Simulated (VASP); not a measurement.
Ce under changes of volume

One of the cells (35.058 Å³/atom); the others are scaled copies at fixed shape and fractional positions:

```xyz
1
Lattice="0.0000 2.5977 2.5977 2.5977 0.0000 2.5977 2.5977 2.5977 0.0000" Properties=species:S:1:pos:R:3 pbc="T T T"
Ce    0.0000    0.0000    0.0000
```

| Quantity | Value |
| --- | --- |
| Program | VASP 6.6.1 |
| Functional | PBE |
| Potentials or basis | VASP PAW PBE potentials, release 64 (Ce) |
| Cutoff | 520 eV |
| k mesh | 9 × 9 × 9 |
| Occupations | fermi-dirac, width 0.05 eV |
| Spin | collinear spin, ferromagnetic start |
| Starting moments | [1.0] μB |

| volume (Å³/atom) | energy over the lowest point (meV/atom) | pressure (GPa) | moment (μB per cell) |
| --- | --- | --- | --- |
| 32.309 | 0.00 | -5.2 | 0.15 |
| 32.996 | 21.90 | -5.1 | 0.48 |
| 33.684 | 43.67 | -5.0 | 0.69 |
| 35.058 | 87.09 | -5.1 | 0.92 |
| 35.746 | 109.18 | -5.1 | 1.01 |
| 36.433 | ? | ? | ? |

Question: What does the run at 36.433 Å³/atom give?

Answer: Energy over the lowest point 131.40 meV/atom; pressure -5.2 GPa; moment 1.09 μB per cell.

Worked out: A Birch-Murnaghan fit of order 3 (a polynomial in V^(-2/3)) to the other rows has no minimum within the range. It gives 131.57 meV/atom at 36.433 Å³/atom, against the run's 131.40, and -dE/dV = -5.3 GPa, against -5.2. A parabola through the other rows of the moment, of slope -0.0794 μB per Å³/atom there, extrapolates to 0.97 μB, against the run's 1.09.

Energies are extrapolated to zero smearing.

Caveats: the magnetic or orbital state may not be the lowest.
